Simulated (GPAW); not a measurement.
# Na in GPAW: reference runs

Aim: a first look at Na with PBE, on the cell as given.

Everything below comes from runs of GPAW 26.7.0. Logs are shortened: lines on timing, memory, paths and dates and some standing lists are left out, and cuts for length are marked. The log counts tension as positive stress, the text compression.

### Step 1. The cell of the first run

The cell holds a slab with vacuum, 3 atoms: a = 3.767 Å, b = 3.767 Å, c = 21.154 Å, α = 90.00°, β = 90.00°, γ = 120.00°.

### Step 2. Single point, PBE (the (0 0 1) slab of Na, cut from the database cell, not relaxed)

File run.py:

```python
import numpy as np
from ase import Atoms
from ase.dft.bandgap import bandgap
from ase.io import write
from ase.units import Bohr
from gpaw import GPAW, PW
from gpaw.elf import elf_from_dft_calculation

atoms = Atoms(['Na', 'Na', 'Na'],
              cell=[[3.7670009976, 0, 0.0],
                    [-1.8835004988, 3.26231856, 0.0],
                    [0.0, 0.0, 21.154]],
              scaled_positions=[[0.3333333333, 0.6666666666, 0.3545428761],
                                [0.6666666667, 0.3333333334, 0.5],
                                [0.3333333333, 0.6666666666, 0.6454571239]],
              pbc=True)
atoms.pbc = (True, True, False)

calc = GPAW(mode=PW(600),
            xc='PBE',
            kpts={'size': (8, 8, 1), 'gamma': True},
            occupations={'name': 'fermi-dirac', 'width': 0.05},
            nbands=21,
            convergence={'density': 1e-05, 'energy': 1e-05},
            maxiter=150,
            poissonsolver={'dipolelayer': 'xy'},
            txt='gpaw.txt')
atoms.calc = calc
energy = atoms.get_potential_energy()
forces = atoms.get_forces()
calc.write('gs.gpw')
write('result.traj', atoms)
print(f'Energy: {energy:.6f} eV')
print('Forces (eV/A):')
print(forces.round(4))
print('Fermi level:', round(calc.get_fermi_level(), 4), 'eV')
print(f'Gap: {bandgap(calc)[0]:.4f} eV, direct: {bandgap(calc, direct=True)[0]:.4f} eV')

v = calc.get_electrostatic_potential().mean(axis=(0, 1))
z = np.arange(len(v)) * atoms.cell[2, 2] / len(v)
ef = calc.get_fermi_level()
np.savetxt('planar.dat', np.c_[z, v], fmt='%.4f')
below, above = np.interp([1.5, atoms.cell[2, 2] - 1.5], z, v) - ef
print(f'Work functions: bottom {below:.4f} eV, top {above:.4f} eV')
print('Dipole moment:', *calc.get_dipole_moment().round(5), 'e A')

# fields on the real-space grid
write('density.cube', atoms, data=calc.get_pseudo_density() * Bohr**3)
write('potential.cube', atoms, data=calc.get_electrostatic_potential())
write('elf.cube', atoms, data=elf_from_dft_calculation(calc).data)
```

Potentials or basis: GPAW PAW data sets (gpaw-data 1.2.1), pw.

Launch:

```
$ OMP_NUM_THREADS=1 python run.py
```

gpaw.txt:

```text
__  _  _
 | _ |_)|_||  |
 |__||  | ||/\| - 26.7.0

Input parameters:
  mode=PW(ecut=600.0),
  convergence={'density': 1e-05, 'energy': 1e-05},
  kpts=MonkhorstPack(size=(8, 8, 1), gamma=True),
  maxiter=150,
  nbands=21,
  occupations=Occupations(name='fermi-dirac', width=0.05),
  poissonsolver=PoissonSolver(dipolelayer='xy'),
  xc=XC(name='PBE')

Diagonalizing LCAO Hamiltonian
Converting LCAO to pw mode

        Na

           Na

        Na

Atoms  # Å, Bohr magnetons
|   | symbol |         x |        y |         z |    initial magnetic moments |
|---|--------|-----------|----------|-----------|-----------------------------|
| 0 |     Na | -0.000000 | 2.174879 |  7.500000 | ( 0.0000,  0.0000,  0.0000) |
| 1 |     Na |  1.883500 | 1.087440 | 10.577000 | ( 0.0000,  0.0000,  0.0000) |
| 2 |     Na | -0.000000 | 2.174879 | 13.654000 | ( 0.0000,  0.0000,  0.0000) |

Unit cell  # Å
| periodic |         x |        y |         z |   lengths |     angles |
|----------|-----------|----------|-----------|-----------|------------|
|      yes |  3.767001 | 0.000000 |  0.000000 |  3.767001 |  90.000000 |
|      yes | -1.883500 | 3.262319 |  0.000000 |  3.767001 |  90.000000 |
|       no |  0.000000 | 0.000000 | 21.154000 | 21.154000 | 120.000000 |

Number of symmetries: 12
Symmetry operations  # r_c * U_cc + t_c -> r_c
|    | kind |            matrix            |
|----|------|------------------------------|
|  0 |  σ   |  1, 1, 0,  0,-1, 0,  0, 0, 1 |
|  1 |  C2  |  1, 1, 0,  0,-1, 0,  0, 0,-1 |
|  2 |  E   |  1, 0, 0,  0, 1, 0,  0, 0, 1 |
|  3 |  σ   |  1, 0, 0,  0, 1, 0,  0, 0,-1 |
|  4 |  C3  |  0, 1, 0, -1,-1, 0,  0, 0, 1 |
|  5 |  S3  |  0, 1, 0, -1,-1, 0,  0, 0,-1 |
|  6 |  σ   |  0,-1, 0, -1, 0, 0,  0, 0, 1 |
|  7 |  C2  |  0,-1, 0, -1, 0, 0,  0, 0,-1 |
|  8 |  σ   | -1, 0, 0,  1, 1, 0,  0, 0, 1 |
|  9 |  C2  | -1, 0, 0,  1, 1, 0,  0, 0,-1 |
| 10 |  C3  | -1,-1, 0,  1, 0, 0,  0, 0, 1 |
| 11 |  S3  | -1,-1, 0,  1, 0, 0,  0, 0,-1 |

BZ-sampling:
  Number of BZ points: 64
  Number of IBZ points: 10

  Monkhorst-Pack size: [8, 8, 1]
  Monkhorst-Pack shift: [0.0625, 0.0625, 0.0]

K-points  # in reciprocal-cell coordinates
|   |                                coordinates |     weight |
|---|--------------------------------------------|------------|
| 0 | (  0.00000000,   0.00000000,   0.00000000) | 0.01562500 |
| 1 | (  0.12500000,   0.00000000,   0.00000000) | 0.09375000 |
| 2 | (  0.25000000,  -0.12500000,   0.00000000) | 0.09375000 |
| 3 | (  0.25000000,   0.00000000,   0.00000000) | 0.09375000 |
| 4 | (  0.37500000,  -0.12500000,   0.00000000) | 0.18750000 |
| 5 | (  0.37500000,   0.00000000,   0.00000000) | 0.09375000 |
| 6 | (  0.37500000,   0.37500000,   0.00000000) | 0.09375000 |
| 7 | (  0.50000000,   0.25000000,   0.00000000) | 0.09375000 |
| 8 | (  0.50000000,   0.37500000,   0.00000000) | 0.18750000 |
| 9 | (  0.50000000,   0.50000000,   0.00000000) | 0.04687500 |

Plane wave coefficients: 8729
Cutoff: 600.0 eV

Spin-components: 1 (collinear spins)
Bands:           21
Projectors:      15
Spin-degeneracy: 2
Datatype:        complex128

Density:
  Valence electrons: 21.0
  Components: 1
  Grid points: [ 24  24 120]
  Charge: 0.0  # |e|

Potential:
  Grid points: [ 24  24 120]

species:
  Na:
    name:    Sodium
    Z:       11.0
    valence: 7
    core:    4
    charge:  0.0  # [|e|]
    compensation charges:
      type: gauss
      rc: 0.37  # [Å]
      lmax: 2
    cutoffs:
      filter: 2.17  # [Å]
      core: 2.59  # [Å]
    projectors
    | kind |    occ | energy [eV] | rcut [Å] |
    |------|--------|-------------|----------|
    |   3s |  1.000 |      -2.744 |    1.201 |
    |   2p |  6.000 |     -28.672 |    1.217 |
    |   3p |  0.000 |      -0.743 |    1.217 |
    |    s |        |      24.468 |    1.201 |
    |    d |        |       0.000 |    1.238 |

    Using partial waves for Na as LCAO basis

Reference energy: -13255.831493  # eV

eigensolver:
  PPCG
  Converge bands: occupied
  niter=2

density mixing:
  MSR1-Mixer
  Pratt-step length: 0.05
  Maximum mixing coefficient: 0.75
  Old densities: 10
  SVD Regularization: 0.005
  Good broyden scale: 1.0
  Trust region scale: 1.0
  Backstep threshold: 4.0
  History deletion threshold: 6.0
  Fourier metric: weight=20.0, sigma=0.015

occupation numbers:
  Fermi-Dirac:
    width: 0.0500  # eV

<gpaw.new.pw.poisson.DipoleLayerPWPoissonSolver object>
xc functional:
  name: PBE with 2 nearest neighbor stencil

convergence criteria:
- Maximum integral of absolute [dens]ity change: 1e-05 electrons / valence electron
- Maximum [total energy] change in last 3 cyles: 1e-05 eV / valence electron
- Maximum integral of absolute [eigenst]ate change: 4e-08 eV^2 / valence electron
maximum number of iterations: 150

SCF iterations
|iter     | |      energy | eigst |  dens |
|---------|-|-------------|-------|-------|
|iter:   1| |   -3.690767 | -0.53 |       |
|iter:   2| |   -3.666087 | -2.18 | -1.47 |
|iter:   3| |   -3.635967 | -3.01 | -1.55 |
|iter:   4| |   -3.633305 | -3.09 | -1.84 |
|iter:   5| |   -3.633016 | -3.80 | -2.37 |
|iter:   6| |   -3.632969 | -4.76 | -2.91 |
|iter:   7| |   -3.632970c| -5.73 | -3.71 |
|iter:   8| |   -3.632971c| -6.54 | -4.10 |
|iter:   9| |   -3.632970c| -7.65c| -4.59 |
|iter:  10| |   -3.632970c| -8.17c| -5.54c|

Converged in 10 steps
Energy contributions relative to reference atoms: (reference = -13255.831493)

Energy contributions:
  Kinetic:           3.083987
  Coulomb:          -2.800177
  Zero:             -0.094645
  External:          0.000000
  Xc:               -3.809257
  Entropy:          -0.025756
  Spinorbit:         0.000000
  ----------------------------
  Free energy:      -3.645848
  Extrapolated:     -3.632970

dipole moment: (-1.072967, 0.619465, -0.000063)  # |e|*Ang

Fermi level: -1.524
Eigenvalues  # (at kpt = [0.000, 0.000, 0.000])
| band index |      eig [eV] | occ [0-2] |
|------------|---------------|-----------|
|          0 |       -26.587 |     2.000 |
|        ... |               |           |
|          4 |       -26.558 |     2.000 |
|          5 |       -26.558 |     2.000 |
|          6 |       -26.410 |     2.000 |
|          7 |       -26.402 |     2.000 |
|          8 |       -26.402 |     2.000 |
|          9 |        -4.404 |     2.000 |
|         10 |        -3.571 |     2.000 |
|         11 |        -2.225 |     2.000 |
|         12 |        -0.832 |     0.000 |
|         13 |         0.566 |     0.000 |
|         14 |         1.520 |     0.000 |
|         15 |         1.645 |     0.000 |
|         16 |         3.596 |     0.000 |
|         17 |         3.621 |     0.000 |
|         18 |         6.397 |     0.000 |
|         19 |         6.410 |     0.000 |
|         20 |         8.651 |     0.000 |

No gap
No difference between direct/indirect transitions
vacuum-level: 1.431  # V
Workfunctions: 2.956, 2.956 eV (top, bottom)

Forces  # eV/Ang
|       x |        y |        z |
|---------|----------|----------|
| 0.00000 |  0.00000 |  0.03966 |  # Na   0
| 0.00000 |  0.00000 |  0.00000 |  # Na   1
| 0.00000 | -0.00000 | -0.03966 |  # Na   2

# Writing to gs.gpw (mode='')
```

Run time: 20 s. Hardware: 1 thread of Intel Xeon 6975P-C (Granite Rapids), shared host; peak memory 0.27 GiB.

Results:

| Property | Result |
| --- | --- |
| Free energy | -3.6458 eV |
| Largest force | 0.040 eV/Å |
| Band gap on the k mesh | none (metal or under the smearing width) |
| Dipole across the slab | 0.00 e·Å |
| Work function of the upper face | 2.96 eV |
| Work function of the lower face | 2.96 eV |

Forces in eV/Å, atoms in the order of the input:
```
Na   0.000  0.000  0.040
Na   0.000  0.000  0.000
Na   0.000  0.000 -0.040
```
